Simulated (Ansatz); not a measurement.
# InSb: the cost of one run

Method: DFT PBE, scalar-relativistic, plane waves, PAW, in Ansatz 0.2.0.

## Step 1: The structure to begin with

It takes space group Fm-3m (No. 225, cubic). Conventional cell: a = 6.150 Å, b = 6.150 Å, c = 6.150 Å, α = 90.00°, β = 90.00°, γ = 90.00°. In (site symmetry m-3m) is surrounded by 6 Sb at 3.08 Å. Sb (site symmetry m-3m) has 6 In at 3.08 Å as nearest neighbours.

Structure file:

```cif
data_structure
_symmetry_space_group_name_H-M 'Fm-3m'
_symmetry_Int_Tables_number 225
_cell_length_a 6.1504
_cell_length_b 6.1504
_cell_length_c 6.1504
_cell_angle_alpha 90.000
_cell_angle_beta 90.000
_cell_angle_gamma 90.000
_cell_volume 232.65
loop_
_atom_site_label
_atom_site_type_symbol
_atom_site_symmetry_multiplicity
_atom_site_Wyckoff_symbol
_atom_site_fract_x
_atom_site_fract_y
_atom_site_fract_z
_atom_site_occupancy
In1 In 4 a 0.00000 0.00000 0.00000 1
Sb1 Sb 4 b 0.50000 0.00000 0.00000 1
```

It goes back to an entry of the Materials Project, which need not be the stable form.

## Step 2: Plan of the line

The energy is mapped over two homogeneous strains (x along [1 0 0], y along [0 1 0], z along [0 0 1] of the conventional cell).

The axes are (1) strain +e along x and -e along y: 7 values from −11.0 %; (2) strain +e along z and -e/2 along x and y: 7 values from −15 to 15 %.

Nothing else is relaxed (symmetry fixes all fractional coordinates). Energies count from the relaxed crystal. Points are written as (first, second).

## Step 3: Point (0.0 %, −15 %)

File input.yaml:

```yaml
crystal:
  lattice:
    - [0.0, 3.3058225827, 2.6139062282]
    - [3.3058225827, 0.0, 2.6139062282]
    - [3.3058225827, 3.3058225827, 0.0]
  atoms:
    - { symbol: In, position: [0.0, 0.0, 0.0] }
    - { symbol: Sb, position: [0.5, 0.5, 0.5] }
basis:
  ecutwfc: 420
kpoints:
  mp_grid: { grid: [12, 12, 12] }
hamiltonian:
  xc: pbe
  pseudopotentials: { kind: paw, azcp: { folder: soft_1 } }
scf:
  occupations: { method: gaussian, width: 0.15 }
output:
  forces: true
  stress: true
  eigenvalues: true
```

Command:

```
$ ansatz run input.yaml --threads 1 --pin off --max-ram 2048MiB --backend cpu --events-out ev --progress --plain --runs-dir out
```

What time and memory should one allow on 1 thread of Arm Neoverse N1, shared host?

About 15 s, with a peak of 0.41 GiB.
